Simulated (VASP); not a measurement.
# N2 in VASP: a series of runs

The runs below take N2 through single point, vibrations by finite differences, with PBE+D4, PBE+D3(BJ), HSE06+D3(BJ), r2SCAN+rVV10.

Program: VASP 6.6.1. These are calculated values, not measurements. Logs are shortened: lines on timing, memory, paths and dates and some standing lists are left out, and cuts for length are marked.

### 1 The structure

The cell holds a molecule in a box, 2 atoms: a = 11.441 Å, b = 11.941 Å, c = 12.441 Å, α = 90.00°, β = 90.00°, γ = 90.00°.

### 2 Single point, PBE+D4

Input file INCAR:

```
SYSTEM = N
PREC = Accurate
ENCUT = 400
EDIFF = 1E-6
ISMEAR = 0
SIGMA = 0.01
LREAL = .FALSE.
LASPH = .TRUE.
NELM = 100
ALGO = Normal
ISIF = 2
LWAVE = .FALSE.
LCHARG = .FALSE.
GGA = PE
IVDW = 13
NBANDS = 12
ISYM = 0
```

Input file KPOINTS:

```
regular mesh
0
G
  1 1 1
  0 0 0
```

Input file POSCAR:

```
N                                       
1.0
   11.4414717937      0.0000000000      0.0000000000
    0.0000000000     11.9414717937      0.0000000000
    0.0000000000      0.0000000000     12.4414717937
  N             
     2
Selective dynamics
Direct
     0.5214622657000021    0.5159199176000016    0.4621639702999971   F   F   F
     0.4777975864411552    0.4920518644329004    0.5391389000487088   T   T   T
```

Potentials or basis: VASP PAW PBE potentials, release 64 (N).

Launch:

```bash
$ cat potpaw_PBE.64/N/POTCAR > POTCAR
$ mpirun -np 4 vasp_gam > vasp.out
```

OUTCAR:

```text
SYSTEM = N
   PREC = Accurate
   ENCUT = 400
   EDIFF = 1E-6
   ISMEAR = 0
   LREAL = .FALSE.
   LASPH = .TRUE.
   NELM = 100
   ISIF = 2
   GGA = PE
   IVDW = 13
   ISYM = 0

 ion  position               nearest neighbor table
   1  0.521  0.516  0.462-   2 1.12
   2  0.478  0.492  0.539-   1 1.12

IMPORTANT INFORMATION: All symmetrisations will be switched off!
NOSYMM: (Re-)initialisation of all symmetry stuff for point group C_1.

----------------------------------------------------------------------------------------

                                     Primitive cell

  volume of cell :    1699.8536

  direct lattice vectors                    reciprocal lattice vectors
    11.441471794  0.000000000  0.000000000     0.087401343  0.000000000  0.000000000
     0.000000000 11.941471794  0.000000000     0.000000000  0.083741771  0.000000000
     0.000000000  0.000000000 12.441471794     0.000000000  0.000000000  0.080376343

  length of vectors
    11.441471794 11.941471794 12.441471794     0.087401343  0.083741771  0.080376343

  position of ions in fractional coordinates (direct lattice)
     0.521462266  0.515919918  0.462163970
     0.477797586  0.492051864  0.539138900

  ion indices of the primitive-cell ions
   primitive index   ion index
                 1           1
                 2           2

----------------------------------------------------------------------------------------

 KPOINTS: regular mesh

Automatic generation of k-mesh.
 Grid dimensions read from file:
 generate k-points for:    1    1    1

 Generating k-lattice:

  Cartesian coordinates                     Fractional coordinates (reciprocal lattice)
     0.087401343  0.000000000  0.000000000     1.000000000  0.000000000  0.000000000
     0.000000000  0.083741771  0.000000000     0.000000000  1.000000000  0.000000000
     0.000000000  0.000000000  0.080376343     0.000000000  0.000000000  1.000000000

  Length of vectors
     0.087401343  0.083741771  0.080376343

  Shift w.r.t. Gamma in fractional coordinates (k-lattice)
     0.000000000  0.000000000  0.000000000

 Subroutine IBZKPT returns following result:
 ===========================================

 Found      1 irreducible k-points:

 Following reciprocal coordinates:
            Coordinates               Weight
  0.000000  0.000000  0.000000      1.000000
   k-points           NKPTS =      1   k-points in BZ     NKDIM =      1   number of bands    NBANDS=     12
   number of dos      NEDOS =    301   number of ions     NIONS =      2
   total plane-waves  NPLWV = 537600
   dimension x,y,z NGX =    80 NGY =   80 NGZ =   84
   dimension x,y,z NGXF=   160 NGYF=  160 NGZF=  168
   ions per type =               2
   NGX,Y,Z   is equivalent  to a cutoff of  11.62, 11.14, 11.22 a.u.
   NGXF,Y,Z  is equivalent  to a cutoff of  23.25, 22.27, 22.45 a.u.
 SYSTEM =  N
   PREC   = accura    normal or accurate (medium, high low for compatibility)
   ISTART =      0    job   : 0-new  1-cont  2-samecut
   ICHARG =      2    charge: 1-file 2-atom 10-const
   ISPIN  =      1    spin polarized calculation?
   LNONCOLLINEAR =      F non collinear calculations
   LSORBIT =      F    spin-orbit coupling
   LASPH  =      T    aspherical Exc in radial PAW
   ENCUT  =  400.0 eV  29.40 Ry    5.42 a.u.  18.66 19.47 20.29*2*pi/ulx,y,z
   NELM   =    100;   NELMIN=  2; NELMDL= -5     # of ELM steps
   EDIFF  = 0.1E-05   stopping-criterion for ELM
   LREAL  =      F    real-space projection
   EDIFFG = 0.1E-04   stopping-criterion for IOM
   NSW    =      0    number of steps for IOM
   IBRION =     -1    ionic relax: 0-MD 1-quasi-New 2-CG
   NFREE  =      0    steps in history (QN), initial steepest desc. (CG)
   ISIF   =      2    stress and relaxation
   ISYM   =      0    0-nonsym 1-usesym 2-fastsym
   POTIM  = 0.5000    time-step for ionic-motion
   TEBEG  =    0.0;   TEEND  =   0.0 temperature during run
   PSTRESS=    0.0 pullay stress
   NELECT =      10.0000    total number of electrons
   NUPDOWN=      -1.0000    fix difference up-down
   EMIN   =  10.00;   EMAX   =-10.00  energy-range for DOS
   EFERMI =   0.00;   METHOD = LEGACY
   ISMEAR =     0;   SIGMA  =   0.01  broadening in eV -4-tet -1-fermi 0-gaus
   EFERMI_NEDOS =   21; number of points for ismear=-14 and -15
   IALGO  =     38    algorithm
   IMIX   =      4    mixing-type and parameters
     AMIX     =   0.40;   BMIX     =  1.00
     AMIX_MAG =   1.60;   BMIX_MAG =  1.00
  volume/ion in A,a.u.               =     849.93      5735.59
  Fermi-wavevector in a.u.,A,eV,Ry     =   0.295532  0.558474  1.188320  0.087339
  Thomas-Fermi vector in A             =   1.159194
   LORBIT       =      0    0 simple, 1 ext, 2 COOP (PROOUT), +10 PAW based schemes
   GGA     = PE    functional components
   LHFCALC =     F    Hartree Fock is set to
   AEXX    =    0.0000 exact exchange contribution
   IVDW    =    13    specifies the selected vdW correction
   LEPSILON=     F    determine dielectric tensor
   LRPA    =     F    only Hartree local field effects (RPA)
 non-spin polarized calculation
 Gauss-broadening in eV      SIGMA  =   0.01
  energy-cutoff  :      400.00
  volume of cell :     1699.85
 maximum number of plane-waves:     15454
 NGX is ok and might be reduce to    80
   NGX = 37   NGY = 39   NGZ = 41

 number of electron      10.0000002 magnetization

 Free energy of the ion-electron system (eV)
  ---------------------------------------------------
  ext. energy  EPLUGINS =         0.00000000
  ---------------------------------------------------
  free energy    TOTEN  =       -16.62243919 eV

  energy without entropy =      -16.62243919  energy(sigma->0) =      -16.62243919

 E-fermi : -10.0418     XC(G=0):  -0.3891

 val. band max:      -10.1124487019   @ k =   0.0000   0.0000   0.0000
 cond. band min:      -2.0952922261   @ k =   0.0000   0.0000   0.0000
 fundamental gap:      8.0171564758
 Fermi energy:       -10.0417526403

 k-point     1 :       0.0000    0.0000    0.0000
  band No.  band energies     occupation
      1     -28.0792      2.00000
      2     -13.5190      2.00000
      3     -11.4396      2.00000
      4     -11.4394      2.00000
      5     -10.1124      2.00000
      6      -2.0953      0.00000
      7      -2.0949      0.00000
      8      -0.1759      0.00000
      9       0.7492      0.00000
     10       0.7681      0.00000
     11       0.8007      0.00000
     12       0.8811      0.00000

------------------------ aborting loop because EDIFF is reached ----------------------------------------

  DFT-D4 for vdW energy calculation

  Edisp (eV):   -0.00996

  FORCE on cell =-STRESS in cart. coord.  units (eV):
  Direction    XX          YY          ZZ          XY          YZ          ZX
  --------------------------------------------------------------------------------------
  -------------------------------------------------------------------------------------
  Total      -1.07233    -1.05312    -1.19385    -0.02435     0.04999     0.08360
  in kB      -1.01071    -0.99261    -1.12525    -0.02295     0.04712     0.07880
  external pressure =       -1.04 kB  Pullay stress =        0.00 kB

 VOLUME and BASIS-vectors are now :
 -----------------------------------------------------------------------------
  energy-cutoff  :      400.00
  volume of cell :     1699.85
      direct lattice vectors                 reciprocal lattice vectors
    11.441471794  0.000000000  0.000000000     0.087401343  0.000000000  0.000000000
     0.000000000 11.941471794  0.000000000     0.000000000  0.083741771  0.000000000
     0.000000000  0.000000000 12.441471794     0.000000000  0.000000000  0.080376343

 POSITION                                       TOTAL-FORCE (eV/Angst)
 -----------------------------------------------------------------------------------
      5.96630      6.16084      5.75000        -0.002046     -0.005154      0.007887
      5.46671      5.87582      6.70768         0.002046      0.005154     -0.007887
 -----------------------------------------------------------------------------------
    total drift:                               -0.000124      0.000062     -0.000405

  FREE ENERGIE OF THE ION-ELECTRON SYSTEM (eV)
  ---------------------------------------------------
  free  energy   TOTEN  =       -16.6323965249 eV

  energy  without entropy=      -16.6323965249  energy(sigma->0) =      -16.63239652
```

It took 24 s on 4 MPI ranks of Intel Xeon Platinum 8488C (Sapphire Rapids), shared host; peak memory 0.33 GiB.

Results:

- Free energy: -16.6324 eV
- Largest force: 0.010 eV/Å
- Gap between the frontier levels: 8.02 eV
- Dispersion energy per atom: -0.005 eV

Forces in eV/Å, atoms in the order of the input:
```
N   -0.002 -0.005  0.008
N    0.002  0.005 -0.008
```

Caveat: the cutoff is under 1.25 times the usual one of these potentials, so pressure, stress and relaxed cells hold a basis-set (Pulay) error; the standard files for N, O and F lose accuracy on very short bonds. PBE gaps usually lie below the measured ones, often by a third to a half.

### 3 Single point, PBE+D3(BJ)

INCAR, as its differences from that of step 2:

```diff
@@ -2,3 +2,3 @@
 PREC = Accurate
-ENCUT = 400
+ENCUT = 520
 EDIFF = 1E-6
@@ -14,3 +14,3 @@
 GGA = PE
-IVDW = 13
+IVDW = 12
 NBANDS = 12
```

KPOINTS is that of step 2.

POSCAR is that of step 2.

Potentials or basis: VASP PAW PBE potentials, release 64 (N).

Launch:

```bash
$ cat potpaw_PBE.64/N/POTCAR > POTCAR
$ mpirun -np 4 vasp_gam > vasp.out
```

OUTCAR:

```text
SYSTEM = N
   PREC = Accurate
   ENCUT = 520
   EDIFF = 1E-6
   ISMEAR = 0
   LREAL = .FALSE.
   LASPH = .TRUE.
   NELM = 100
   ISIF = 2
   GGA = PE
   IVDW = 12
   ISYM = 0
 IVDW          = 12

 ion  position               nearest neighbor table
   1  0.521  0.516  0.462-   2 1.12
   2  0.478  0.492  0.539-   1 1.12

IMPORTANT INFORMATION: All symmetrisations will be switched off!
NOSYMM: (Re-)initialisation of all symmetry stuff for point group C_1.

[... 142 lines left out ...]
------------------------ aborting loop because EDIFF is reached ----------------------------------------

 Edisp (eV)   -0.01187

 E8    (eV) :    -0.0035

  FORCE on cell =-STRESS in cart. coord.  units (eV):
  Direction    XX          YY          ZZ          XY          YZ          ZX
  --------------------------------------------------------------------------------------
  -------------------------------------------------------------------------------------
  Total      -0.18685    -0.09478    -0.54996    -0.07746     0.14894     0.26065
  in kB      -0.17611    -0.08933    -0.51836    -0.07301     0.14038     0.24567
  external pressure =       -0.26 kB  Pullay stress =        0.00 kB

 VOLUME and BASIS-vectors are now :
 -----------------------------------------------------------------------------
  energy-cutoff  :      520.00
  volume of cell :     1699.85
      direct lattice vectors                 reciprocal lattice vectors
    11.441471794  0.000000000  0.000000000     0.087401343  0.000000000  0.000000000
     0.000000000 11.941471794  0.000000000     0.000000000  0.083741771  0.000000000
     0.000000000  0.000000000 12.441471794     0.000000000  0.000000000  0.080376343

 POSITION                                       TOTAL-FORCE (eV/Angst)
 -----------------------------------------------------------------------------------
      5.96630      6.16084      5.75000        -0.262773     -0.149953      0.503849
      5.46671      5.87582      6.70768         0.262773      0.149953     -0.503849
 -----------------------------------------------------------------------------------
    total drift:                                0.000216     -0.000159     -0.000182

  FREE ENERGIE OF THE ION-ELECTRON SYSTEM (eV)
  ---------------------------------------------------
  free  energy   TOTEN  =       -16.6626985945 eV

  energy  without entropy=      -16.6626985945  energy(sigma->0) =      -16.66269859
```

OSZICAR:

```text
N       E                     dE             d eps       ncg     rms          rms(c)
DAV:   1     0.102844147587E+03    0.10284E+03   -0.20604E+03    32   0.420E+02
DAV:   2     0.262685194487E+02   -0.76576E+02   -0.75841E+02    44   0.703E+01
DAV:   3    -0.152577452622E+02   -0.41526E+02   -0.41479E+02    48   0.723E+01
[... 13 lines left out ...]
DAV:  17    -0.166508102668E+02   -0.29931E-04   -0.10312E-06    24   0.512E-03    0.795E-04
DAV:  18    -0.166508259923E+02   -0.15726E-04   -0.28570E-07    32   0.256E-03    0.627E-04
DAV:  19    -0.166508285321E+02   -0.25398E-05   -0.36737E-08    32   0.776E-04    0.341E-04
DAV:  20    -0.166508311536E+02   -0.26215E-05   -0.64376E-08    24   0.106E-03    0.373E-04
DAV:  21    -0.166508313844E+02   -0.23078E-06    0.23278E-09    28   0.245E-04
   1 F= -.16662699E+02 E0= -.16662699E+02  d E =-.184000E-24
```

stdout:

```text
POSCAR found type information on POSCAR N
 POSCAR found :  1 types and       2 ions
 scaLAPACK will be used
 LDA part: xc-table for (Slater+PW92), standard interpolation
 POSCAR, INCAR and KPOINTS ok, starting setup
 FFT: planning ... GRIDC
 FFT: planning ... GRID_SOFT
 FFT: planning ... GRID
 WAVECAR not read
 entering main loop
```

Wall time 34 s (4 MPI ranks of Intel Xeon Platinum 8488C (Sapphire Rapids), shared host); peak memory 0.44 GiB.

What came out:

| Property | Result |
| --- | --- |
| Free energy | -16.6627 eV |
| Largest force | 0.588 eV/Å |
| Gap between the frontier levels | 8.02 eV |
| Dispersion energy per atom | -0.006 eV |

Forces in eV/Å, atoms in the order of the input:
```
N   -0.263 -0.150  0.504
N    0.263  0.150 -0.504
```

Caveat: the standard files for N, O and F lose accuracy on very short bonds.

### 4 Single point, PBE+D3(BJ)

INCAR, as its differences from that of step 3:

```diff
@@ -2,3 +2,3 @@
 PREC = Accurate
-ENCUT = 520
+ENCUT = 250
 EDIFF = 1E-6
```

KPOINTS is that of step 3.

POSCAR is that of step 3.

Launch:

```bash
$ cat potpaw_PBE.64/N/POTCAR > POTCAR
$ mpirun -np 4 vasp_gam > vasp.out
```

Run time: 13 s. Hardware: 4 MPI ranks of Intel Xeon Platinum 8488C (Sapphire Rapids), shared host; peak memory 0.22 GiB.

The run converged, but a check on its numbers failed (symmetry, net force, bounds or a known fault of this set-up), so they aren't taken as properties of the molecule.

Caveat: the cutoff lies under the usual one of these potentials, so the numbers hold a large basis-set error; the standard files for N, O and F lose accuracy on very short bonds.

(Continued in part 2 of 2.)
